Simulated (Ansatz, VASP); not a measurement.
**Al (Al wire along [100], 12 atoms a period) in two plane-wave programs**

Aim: how closely do two programs agree when they are given the same cell, functional and k mesh? The structure shown is the start of the Ansatz relaxation below; VASP solves that cell, so the two are compared at the walk's first step.

Program: Ansatz 0.2.0. Level of theory: plane waves, with VASP 6.6.1 beside it; single point at PBE. Results are calculated unless marked as measured.

### Step 1. The structure

The cell holds 12 atoms: 12 Al. Its edges and angles: a = 12.860 Å, b = 12.860 Å, c = 4.040 Å, α = 90.0°, β = 90.0°, γ = 90.0°. Vacuum lies along a and b. The structure's axis is c.

### Step 2. Ansatz: relaxation, PBE

Ansatz runs on its PAW soft_1 files.

The two programs are compared at the cell with which this relaxation starts, whose forces are those of its first step.

input.yaml

```yaml
crystal:
  lattice:
    - [12.86, 0.0, 0.0]
    - [0.0, 12.86, 0.0]
    - [0.0, 0.0, 4.04]
  atoms:
    - { symbol: Al, position: [0.264385692, 0.578538103, 0.0] }
    - { symbol: Al, position: [0.421461897, 0.421461897, 0.0] }
    - { symbol: Al, position: [0.421461897, 0.735614308, 0.0] }
    - { symbol: Al, position: [0.578538103, 0.264385692, 0.0] }
    - { symbol: Al, position: [0.578538103, 0.578538103, 0.0] }
    - { symbol: Al, position: [0.735614308, 0.421461897, 0.0] }
    - { symbol: Al, position: [0.264385692, 0.421461897, 0.5] }
    - { symbol: Al, position: [0.421461897, 0.264385692, 0.5] }
    - { symbol: Al, position: [0.421461897, 0.578538103, 0.5] }
    - { symbol: Al, position: [0.578538103, 0.421461897, 0.5] }
    - { symbol: Al, position: [0.578538103, 0.735614308, 0.5] }
    - { symbol: Al, position: [0.735614308, 0.578538103, 0.5] }
kpoints:
  mp_grid: { grid: [1, 1, 20] }
scf:
  occupations: { method: fermi_dirac, width: 0.05 }
hamiltonian:
  xc: pbe
  pseudopotentials: { kind: paw, azcp: { folder: soft_1 } }
relax:
  cell: { fix: [a, b, alpha, beta, gamma] }
  max_steps: 45
  f_tol: 0.03
```

Command:

```console
ansatz run input.yaml --threads 4 --pin off --max-ram 16384MiB --backend cpu --events-out ev --progress --plain --runs-dir out
```

Numbers of over 12 decimals in the logs are rounded to 6 here.

Log:

```text
Engine: ansatz 0.2.0, x86_64-unknown-linux-gnu
Pseudopotentials: kind: paw
Pseudopotential: Al, paw, valence charge 3, recommended cutoff 420 eV (normal), soft_1/Al.paw.azcp
Functional definition: PBE
  parameter kappa = 0.804
  parameter beta = 0.066725
  exchange = pbe_x(kappa = kappa, mu = beta*pi^2/3)
  correlation = pbe_c(beta = beta)
Crystal: 12 atoms, lattice volume = 668.134 Å³
Basis set: ecut = 420 eV, 13133 PW (Γ), exchange–correlation on 180×180×60 points (8 copies of the dense FFT grid, shifted against one another)
Bands: 30, of which v1, the nominal top of the filled ones, is band 18 counted from 1 (17 counted from 0)
Symmetry: 16 space group operations
Space group: P42/mcm (ITA 132), of the structure as read, at distance tolerance 8.7e-5 Å
k-points: 11 of 20
Non-local potential: Al, projectors of the file, l = 0: 2, l = 1: 2, l = 2: 1
PAW form: soft (Blöchl's): semilocal exchange-correlation on the pseudo side does not see the compensation charge
PAW one-centre angular grid: Al, 110 points (default); XC on 64 Gauss nodes
Initial density: superposition of atomic densities (neutral atoms: chi_scale 0, normalization atom)
Initial wavefunctions: pseudopotential atomic-orbital guess
Functional: x = pbe(κ = 0.804, μ = 0.219515), c = pbe(β = 0.066725)
SCF iter   1: F=—  HF=-6446.086538 eV  |F-HF|=—  |Δ(HF+E_count)|=         —  Δρ=1.79e-2  dr2=1.80e1  ethr=3.10e-3  ⟨swp⟩=8.6  Hψ=2023  notcnv=0  defer=1
preconditioner: auto → LDOS  [insulator: Δε(μ)=0.135 eV  Ē_g=5.780 eV  σ=0.050 eV  W_gap=0.51  n_scr=46 (ndim 8)  ℏωp=8.6 eV  f_vac=0.373  D(μ)=6.63/eV (n_scr^D=20)  ε∞_Penn≈3.2  β→1.0]
SCF iter   2: F=—  HF=-6443.222690 eV  |F-HF|=—  |Δ(HF+E_count)|=    2.86e0  Δρ=1.04e-2  dr2=2.04e0  ethr=3.10e-3  ⟨swp⟩=3.8  Hψ=901  notcnv=0  defer=28
SCF iter   3: F=—  HF=-6443.096134 eV  |F-HF|=—  |Δ(HF+E_count)|=   1.27e-1  Δρ=1.93e-3  dr2=1.69e-1  ethr=3.10e-3  ⟨swp⟩=4.0  Hψ=827  notcnv=0  defer=25
SCF iter   4: F=—  HF=-6443.069867 eV  |F-HF|=—  |Δ(HF+E_count)|=   2.63e-2  Δρ=5.08e-4  dr2=1.29e-2  ethr=4.70e-4  ⟨swp⟩=2.6  Hψ=521  notcnv=0  defer=25
SCF iter   5: F=—  HF=-6443.069380 eV  |F-HF|=—  |Δ(HF+E_count)|=   4.87e-4  Δρ=1.83e-4  dr2=4.34e-4  ethr=3.59e-5  ⟨swp⟩=2.3  Hψ=467  notcnv=0  defer=25
SCF iter   6: F=—  HF=-6443.069521 eV  |F-HF|=—  |Δ(HF+E_count)|=   1.41e-4  Δρ=4.20e-5  dr2=4.64e-5  ethr=1.20e-6  ⟨swp⟩=2.2  Hψ=501  notcnv=0  defer=25
SCF iter   7: F=—  HF=-6443.069392 eV  |F-HF|=—  |Δ(HF+E_count)|=   1.30e-4  Δρ=9.19e-6  dr2=2.40e-6  ethr=1.29e-7  ⟨swp⟩=2.7  Hψ=527  notcnv=0  defer=25
SCF iter   8: F=-6443.069391 eV  HF=-6443.069392 eV  |F-HF|=3.60e-8  |Δ(HF+E_count)|=   1.81e-7  Δρ=2.34e-6  dr2=8.90e-8  ethr=2.78e-10  ⟨swp⟩=4.3  Hψ=1500  notcnv=0
SCF 1 converged in 8 iterations: F = -6443.069391 eV  dr2 = 8.90e-8
  greatest PAW one-centre occupation: 0.500 electrons in one spin orbital (limit 2), on the Al atom at site 11 (counted from 0), in its partial waves of l = 0
relax step   1: F+E_penalty+E_count = -6443.06939147 eV  Δ(F+E_penalty+E_count) = +0.000e0 eV  max|allowed force component| = 3.984e-1 eV/Å  Δτ_max = 0.0000 Å  P = -1.325 GPa  Ω = 668.134 Å³  fix = [a, b, alpha, beta, gamma]  reactions: a -1.053, b -1.053 GPa  (8 SCF iters, dr2 threshold 1.00e-7 eV, accepted)
[...]
relax step  11: F+E_penalty+E_count = -6443.47200305 eV  Δ(F+E_penalty+E_count) = -3.354e-3 eV  max|allowed force component| = 5.695e-3 eV/Å  Δτ_max = 0.0142 Å  P = -0.021 GPa  Ω = 612.584 Å³  energy of the carried Pulay correction = +3.498e-3 eV  fix = [a, b, alpha, beta, gamma]  reactions: a -0.059, b -0.059 GPa  (9 SCF iters, accepted)
[...]
relax step  12: F+E_penalty+E_count = -6443.47209291 eV  Δ(F+E_penalty+E_count) = -8.985e-5 eV  max|allowed force component| = 8.110e-4 eV/Å  Δτ_max = 0.0013 Å  P = -0.057 GPa  Ω = 613.258 Å³  energy of the carried Pulay correction = +3.453e-3 eV  fix = [a, b, alpha, beta, gamma]  reactions: a -0.083, b -0.083 GPa  (5 SCF iters, dr2 threshold 7.21e-9 eV, accepted)
[...]
relax step  13: F+E_penalty+E_count = -6443.47041123 eV  Δ(F+E_penalty+E_count) = +1.682e-3 eV  max|allowed force component| = 8.556e-4 eV/Å  Δτ_max = 0.0000 Å  P = -0.062 GPa  Ω = 613.258 Å³  fix = [a, b, alpha, beta, gamma]  reactions: a -0.087, b -0.087 GPa  stress off target by 1.26e-2 GPa on what of the cell is left free  SCF on the basis re-selected at this cell (its energy is not comparable with the rows above)  (5 SCF iters)
basis re-selected at this cell: Δ(F+E_penalty+E_count) = +1.682e-3 eV, ΔP = -0.006 GPa vs the last step (what re-selecting the basis moved, of the pressure what is left beyond the Pulay correction that the steps carried, after the strain that the cell walked since its last selection, with what the two solves' SCF thresholds leave and, on support functions, any second-order correction that the steps lacked; it is no measure of the basis error at this ecutwfc). The dense FFT grid was sized anew with the basis: this SCF ran on 90×90×25 points, the steps before it on 90×90×30, so part of this shift can come from that change (see relax.cell in the input reference). [rest of the remark cut]
SCF converged after 5 iterations
Free energy (F): -6443.470411 eV
Harris-Foulkes:  -6443.470411 eV  (|F-HF|=1.73e-11)
Internal energy: -6443.430064 eV  (E = F + TS)
E sigma→0 (E₀):  -6443.450238 eV
Entropy (-TS):   -0.040347 eV (-3.362 meV/atom)
Fermi energy:    -0.289774 eV
--- Per-component energies (eV) ---
  E_band       = -144.790914
  E_kinetic    = 247.820845
  E_local      = -2406.014160  (includes V_loc(G=0)·N_el)
  E_nonlocal   = 125.279249
  E_hartree    = 1130.150212
  E_xc         = -437.489409
  E_vxc        = -329.781903  (∫ρ·V_xc dr)
  E_paw        = -5633.120062  (= ΣΔE_a)
  E_vpaw       = -42.395144  (= ΣTr[D̂ρ^β])
  E_aug_tail   = -0.000023  (compensation charges beyond the density's cutoff)
  E_ewald      = 529.943284
  E_smearing   = -0.040347  (= −TS)
  E_closure    = -0.000000  (closes the sum)
  Σ components = -6443.470411   (vs F -6443.470411, Δ=0.00e0)
--- Forces (eV/Å), atoms counted from 1 ---
  atom   1  Al     0.00028267     0.00085560     0.00000000
  atom   2  Al    -0.00030946    -0.00030946     0.00000000
  atom   3  Al    -0.00085560    -0.00028267    -0.00000000
  atom   4  Al     0.00085560     0.00028267     0.00000000
  atom   5  Al     0.00030946     0.00030946     0.00000000
  atom   6  Al    -0.00028267    -0.00085560    -0.00000000
  atom   7  Al     0.00028267    -0.00085560     0.00000000
  atom   8  Al    -0.00085560     0.00028267     0.00000000
  atom   9  Al    -0.00030946     0.00030946     0.00000000
  atom  10  Al     0.00030946    -0.00030946    -0.00000000
  atom  11  Al     0.00085560    -0.00028267    -0.00000000
  atom  12  Al    -0.00028267     0.00085560    -0.00000000
  max |Σ_I F_I| component: 2.17e-19 eV/Å
--- Stress (GPa, compression-positive) ---
       -0.087339      -0.000000      -0.000000
       -0.000000      -0.087339      -0.000000
       -0.000000      -0.000000      -0.012561
  P = ⅓ Tr σ = -0.0624 GPa (-0.624 kbar)
--- Relaxed structure (12 steps of the walk, 10 accepted, 1 SCFs on fresh bases) ---
  F+E_penalty+E_count = -6443.47041123 eV   max|allowed force component| = 8.556e-4 eV/Å   (the final SCF, on the basis selected at the relaxed cell)
  cell:  # Å, volume = 613.2580 Å³
    - [12.86, 0.0, 0.0]
    - [0.0, 12.86, 0.0]
    - [0.0, 0.0, 3.708184]
  atoms:
    - { symbol: Al, position: [0.262106, 0.578914, 0.0] }
    - { symbol: Al, position: [0.421848, 0.421848, 0.0] }
    - { symbol: Al, position: [0.421086, 0.737894, 0.0] }
    - { symbol: Al, position: [0.578914, 0.262106, 0.0] }
    - { symbol: Al, position: [0.578152, 0.578152, 0.0] }
    - { symbol: Al, position: [0.737894, 0.421086, 0.0] }
    - { symbol: Al, position: [0.262106, 0.421086, 0.5] }
    - { symbol: Al, position: [0.421086, 0.262106, 0.5] }
    - { symbol: Al, position: [0.421848, 0.578152, 0.5] }
    - { symbol: Al, position: [0.578152, 0.421848, 0.5] }
    - { symbol: Al, position: [0.578914, 0.737894, 0.5] }
    - { symbol: Al, position: [0.737894, 0.578914, 0.5] }
```

### Step 3. VASP: single point, PBE, start cell

The same cell, functional, mesh and smearing now go to VASP, with its own data sets.

Lines of VASP's logs that name or quote its potential files are left out, and so is its time.

INCAR

```
SYSTEM = Al
PREC = Accurate
ENCUT = 400
EDIFF = 1E-06
NELM = 120
ISMEAR = -1
SIGMA = 0.05
LREAL = .FALSE.
ALGO = Normal
GGA = PE
NBANDS = 30
LORBIT = 11
LWAVE = .FALSE.
LCHARG = .FALSE.
ISIF = 2
LASPH = .TRUE.
GGA_COMPAT = .FALSE.
KPAR = 2
```

POSCAR

```
Al
1.0
   12.8600000000      0.0000000000      0.0000000000
    0.0000000000     12.8600000000      0.0000000000
    0.0000000000      0.0000000000      4.0400000000
Al
12
Direct
    0.2643856921      0.5785381026      0.0000000000
    0.4214618974      0.4214618974      0.0000000000
    0.4214618974      0.7356143079      0.0000000000
    0.5785381026      0.2643856921      0.0000000000
    0.5785381026      0.5785381026      0.0000000000
    0.7356143079      0.4214618974      0.0000000000
    0.2643856921      0.4214618974      0.5000000000
    0.4214618974      0.2643856921      0.5000000000
    0.4214618974      0.5785381026      0.5000000000
    0.5785381026      0.4214618974      0.5000000000
    0.5785381026      0.7356143079      0.5000000000
    0.7356143079      0.5785381026      0.5000000000
```

KPOINTS

```
Automatic mesh
0
Gamma
1 1 20
0 0 0
```

PAW data sets: Al (PBE family, release 64).

Command:

```console
mpirun -np 2 vasp_std
```

Log:

```text
[banner, memory and clock lines left out]
running    2 mpi-ranks, on    1 nodes
 distrk:  each k-point on    1 cores,    2 groups
 distr:  one band on    1 cores,    1 groups

 POSCAR found type information on POSCAR Al
 POSCAR found :  1 types and      12 ions
 LDA part: xc-table for (Slater+PW92), standard interpolation
 POSCAR, INCAR and KPOINTS ok, starting setup
 FFT: planning ... GRIDC
 FFT: planning ... GRID_SOFT
 FFT: planning ... GRID
 WAVECAR not read
 entering main loop
       N       E                     dE             d eps       ncg     rms          rms(c)
DAV:   1     0.922072627057E+02    0.92207E+02   -0.89378E+03   660   0.671E+02
DAV:   2    -0.336526294699E+02   -0.12586E+03   -0.11983E+03   868   0.117E+02
DAV:   3    -0.408054840685E+02   -0.71529E+01   -0.70211E+01   806   0.291E+01
DAV:   4    -0.411068740227E+02   -0.30139E+00   -0.30080E+00  1104   0.719E+00
DAV:   5    -0.411127177126E+02   -0.58437E-02   -0.58432E-02  1050   0.990E-01    0.529E+00
DAV:   6    -0.382602962935E+02    0.28524E+01   -0.73129E+00   752   0.773E+00    0.248E+00
DAV:   7    -0.380735898437E+02    0.18671E+00   -0.91464E-01   842   0.275E+00    0.117E+00
DAV:   8    -0.379968341636E+02    0.76756E-01   -0.18636E-01   774   0.140E+00    0.488E-01
DAV:   9    -0.379820469549E+02    0.14787E-01   -0.54678E-02   800   0.774E-01    0.259E-01
DAV:  10    -0.379778879799E+02    0.41590E-02   -0.68371E-03   864   0.330E-01    0.116E-01
DAV:  11    -0.379776683873E+02    0.21959E-03   -0.44550E-03   744   0.210E-01    0.851E-02
DAV:  12    -0.379806796016E+02   -0.30112E-02   -0.34063E-03   684   0.191E-01    0.451E-02
DAV:  13    -0.379824870734E+02   -0.18075E-02   -0.54576E-04   788   0.103E-01    0.289E-02
DAV:  14    -0.379838443904E+02   -0.13573E-02   -0.34494E-04   686   0.726E-02    0.197E-02
DAV:  15    -0.379844349289E+02   -0.59054E-03   -0.12376E-04   730   0.381E-02    0.703E-03
DAV:  16    -0.379844737887E+02   -0.38860E-04   -0.79967E-06   864   0.112E-02    0.527E-03
DAV:  17    -0.379844912261E+02   -0.17437E-04   -0.52563E-06   612   0.810E-03    0.150E-03
DAV:  18    -0.379844913351E+02   -0.10901E-06   -0.62231E-07   584   0.308E-03
   1 F= -.37984491E+02 E0= -.37953834E+02  d E =-.613145E-01
```

(Part 1 of 2 ends here.)

[Lines on the potential files, build, host, timing and source positions are cut from VASP's logs without a mark.]

[Logs are printed without paths, hosts, clocks, repeated set-up lines and the standing remarks that a program may print on its own settings, such as how far it seeks lower states.]

[Hosts, paths, dates, database ids (printed as entryN), source tags and the programs' standing remarks are cut or masked in the printed files.]
